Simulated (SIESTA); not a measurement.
The system is Ta.

```
CELL_PARAMETERS angstrom
-1.65128 1.65128 1.65128
1.65128 -1.65128 1.65128
1.65128 1.65128 -1.65128
ATOMIC_POSITIONS crystal
Ta 0.00000 0.00000 0.00000
```

```yaml
Program: SIESTA 5.4.2
Task: relaxation of cell and atoms
Functional: PBE
Potentials_or_basis: SG15 1.2 (PBE files) or PseudoDojo by element
Basis: DZP (energy shift 0.003 Ry; two zetas on semicore shells)
Grid_cutoff: 800 Ry
Energy_shift: 0.003 Ry
k_mesh: 11 × 11 × 11
Occupations: fermi-dirac, width 0.05 eV
Spin: no spin polarisation
```

At the start: pressure -7.1 GPa; volume 18.01 Å³/atom.

Task: How do energy, volume and symmetry change on relaxing?

Result: Over 6 steps the energy falls by 15.5 meV/atom and the volume is 17.38 Å³/atom (-3.5 %); space group Im-3m (No. 229, to 0.05 Å).

Step by step:
```tsv
step	energy change (eV)	largest force (eV/Å)	pressure (GPa)	volume (Å³)
1	0.0000	0.0000	-7.10	18.01
2	-0.0017	0.0000	-6.78	17.97
3	-0.0152	0.0000	1.31	17.27
4	-0.0154	0.0000	-0.52	17.42
5	-0.0155	0.0000	0.19	17.36
6	-0.0155	0.0000	-0.04	17.38
```

Final structure:
```yaml
crystal:
  lattice:
    - [-1.63192, 1.63186, 1.63186]
    - [1.63186, -1.63192, 1.63186]
    - [1.63186, 1.63186, -1.63192]
  atoms:
    - { symbol: Ta, position: [0.00000, 0.00000, 0.00000] }
```

Caveat: the basis of atomic orbitals isn't converged, which shifts pressures, moduli and gaps.
